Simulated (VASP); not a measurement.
A run of VASP 6.6.1 is set up as follows.

File POSCAR:

```
WC
1.0
    2.9065000000      0.0000000000      0.0000000000
   -1.4532500000      2.5171028361      0.0000000000
    0.0000000000      0.0000000000      2.8366000000
W C
1 1
Direct
    0.0000000000      0.0000000000      0.0000000000
    0.6666666667      0.3333333333      0.5000000000
```

The input INCAR.step1:

```
PREC = Accurate
ENCUT = 600
EDIFF = 1E-8
ISMEAR = -1
SIGMA = 0.05
LREAL = False
LASPH = True
NELM = 100
ALGO = Normal
ISIF = 3
LWAVE = False
LCHARG = False
GGA = CA
IBRION = 2
NSW = 40
EDIFFG = -0.002
```

File INCAR.step2:

```
PREC = Accurate
ENCUT = 600
EDIFF = 1E-8
ISMEAR = -1
SIGMA = 0.05
LREAL = False
LASPH = True
NELM = 100
ALGO = Normal
ISIF = 2
LWAVE = False
LCHARG = False
GGA = CA
IBRION = 8
NSW = 1
```

File KPOINTS:

```
regular mesh
0
Gamma
  7 7 7
```

Potentials or basis: VASP PAW LDA potentials, release 64 (W_sv, C).

Command:

```bash
$ cat potpaw_LDA.64/W_sv/POTCAR potpaw_LDA.64/C/POTCAR > POTCAR
$ cp INCAR.step1 INCAR
$ mpirun -np 1 vasp_std > vasp.out
$ cp CONTCAR POSCAR
$ cp INCAR.step2 INCAR
$ mpirun -np 1 vasp_std > vasp.out
```

**Question.** Estimate the highest phonon frequency at Γ, LO-TO splitting left out.

**Answer.** 634 cm⁻¹.

**Question.** Predict the space group after relaxing (to 0.05 Å).

**Answer.** P-6m2 (No. 187).

**Question.** Estimate the relaxed cell.

**Answer.** a = 2.891 Å, b = 2.891 Å, c = 2.819 Å, α = 90.00°, β = 90.00°, γ = 120.00°.

**Question.** What does it give for the relaxed volume?

**Answer.** 10.20 Å³/atom.

Final structure:
```
W C
1.0
     2.89074    0.00000    0.00000
    -1.44537    2.50346    0.00000
     0.00000    0.00000    2.81914
W C
1 1
Direct
  0.00000 0.00000 0.00000
  0.66667 0.33333 0.50000
```

The run has no spin-orbit coupling, so splittings on W are missing.
